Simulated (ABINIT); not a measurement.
The system is MoS2.

```xyz
6
Lattice="3.1690 0.0000 0.0000 -1.5845 2.7444 0.0000 0.0000 0.0000 12.3240" Properties=species:S:1:pos:R:3 pbc="T T T"
Mo    1.5845    0.9148    9.2430
Mo    0.0000    1.8296    3.0810
S     1.5845    0.9148    4.6461
S     0.0000    1.8296   10.8081
S     1.5845    0.9148    1.5159
S     0.0000    1.8296    7.6779
```

- Program: ABINIT 10.8.3 (patched build)
- Task: relaxation of cell and atoms
- Functional: LDA
- Potentials or basis: JTH PAW LDA v2.0
- Cutoff: 544 eV
- k mesh: 8 × 8 × 3
- Occupations: fermi-dirac, width 0.05 eV
- Spin: no spin polarisation

At the start: pressure -5.6 GPa; volume 17.86 Å³/atom.

Problem. Where does the relaxation end?

Solution. Over 10 steps the energy falls by 12.1 meV/atom and the volume is 17.00 Å³/atom (-4.9 %); space group P6_3/mmc (No. 194, to 0.05 Å).

Step by step:
| step | energy change (eV) | largest force (eV/Å) | pressure (GPa) | volume (Å³) |
| --- | --- | --- | --- | --- |
| 1 | 0.0000 | 0.4825 | -5.55 | 107.18 |
| 2 | -0.0523 | 0.1195 | -2.58 | 105.37 |
| 3 | -0.0660 | 0.1444 | -0.10 | 103.87 |
| 4 | -0.0674 | 0.1229 | -0.04 | 103.73 |
| 5 | -0.0695 | 0.0341 | -0.05 | 103.40 |
| 6 | -0.0696 | 0.0294 | -0.06 | 103.37 |
| 7 | -0.0716 | 0.0391 | -0.17 | 102.50 |
| 8 | -0.0723 | 0.0395 | -0.12 | 102.08 |
| 9 | -0.0726 | 0.0115 | -0.03 | 101.94 |
| 10 | -0.0726 | 0.0008 | 0.00 | 101.98 |

Final structure:
```
Mo S
1.0
     3.12387    0.00000    0.00000
    -1.56194    2.70535    0.00000
     0.00000    0.00000   12.06691
Mo S
2 4
Direct
  0.66667 0.33333 0.75000
  0.33333 0.66667 0.25000
  0.66667 0.33333 0.37877
  0.33333 0.66667 0.87877
  0.66667 0.33333 0.12123
  0.33333 0.66667 0.62123
```
